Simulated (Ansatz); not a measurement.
## Two Ansatz runs on CuO

The structure comes from a relaxation in the same program, started in the CsCl type, and has space group Pm-3m. Whether it is a known phase or the ground state wasn't checked.

First run: DFT, PBE, PAW with Ansatz's default frozen-core files, scalar-relativistic (Ansatz 0.2.0).

Command: `ansatz run input.yaml --threads 1 --pin off --max-ram 2048MiB --backend cpu --events-out ev --progress --plain --runs-dir out` The run took 12 s on 1 thread of Arm Neoverse V2, with other jobs on the host, peak memory 0.34 GiB.

```yaml
crystal:
  lattice:
    - [2.6368332336, 0.0, 0.0]
    - [0.0, 2.6368332336, 0.0]
    - [0.0, 0.0, 2.6368332336]
  atoms:
    - { symbol: Cu, position: [0.0, 0.0, 0.0] }
    - { symbol: O, position: [0.5, 0.5, 0.5] }
kpoints:
  mp_grid: { grid: [12, 12, 12] }
  band_path:
    path:
      - [0.0, 0.0, 0.0]
      - [0.0, 0.5, 0.0]
      - [0.5, 0.5, 0.0]
      - [0.0, 0.0, 0.0]
      - [0.5, 0.5, 0.5]
      - [0.0, 0.5, 0.0]
      - [0.5, 0.5, 0.5]
      - [0.5, 0.5, 0.0]
    npoints: 14
scf:
  occupations: { method: fermi_dirac, width: 0.08 }
hamiltonian:
  xc: pbe
  pseudopotentials: { kind: paw }
output:
  forces: true
  stress: true
  eigenvalues: true
  efg: { contact_densities: true }
  populations: true
  bader: true
  dos: { projected: true, de: 0.2, e_range: [-14, 8] }
  write_density: true
  write_potential: true
  elf: true
  volumetric_format: npy
```

Result: converged; pressure 0.00 GPa; 6 SCF iterations.

Without spin polarisation or U, such a compound can come out metallic where the real one is a magnetic insulator.

A second run of a changed input logged this at its end:

```
Error: invalid value for `kpoints.mp_grid.kspacing`: mutually exclusive with `grid` — set one or the other
```

**Question.** What was wrong with the input?

**Answer.** A mesh with a zero or a mesh and a spacing, by this change (others could give a like log):
```diff
@@ -8,5 +8,5 @@
     - { symbol: O, position: [0.5, 0.5, 0.5] }
 kpoints:
-  mp_grid: { grid: [12, 12, 12] }
+  mp_grid: { grid: [12, 12, 12], kspacing: 0.3 }
   band_path:
     path:
@@ -22,4 +22,5 @@
 scf:
   occupations: { method: fermi_dirac, width: 0.08 }
+  max_iter: 60
 hamiltonian:
   xc: pbe
@@ -31,9 +32,3 @@
   efg: { contact_densities: true }
   populations: true
-  bader: true
-  dos: { projected: true, de: 0.2, e_range: [-14, 8] }
-  write_density: true
-  write_potential: true
-  elf: true
-  volumetric_format: npy
```
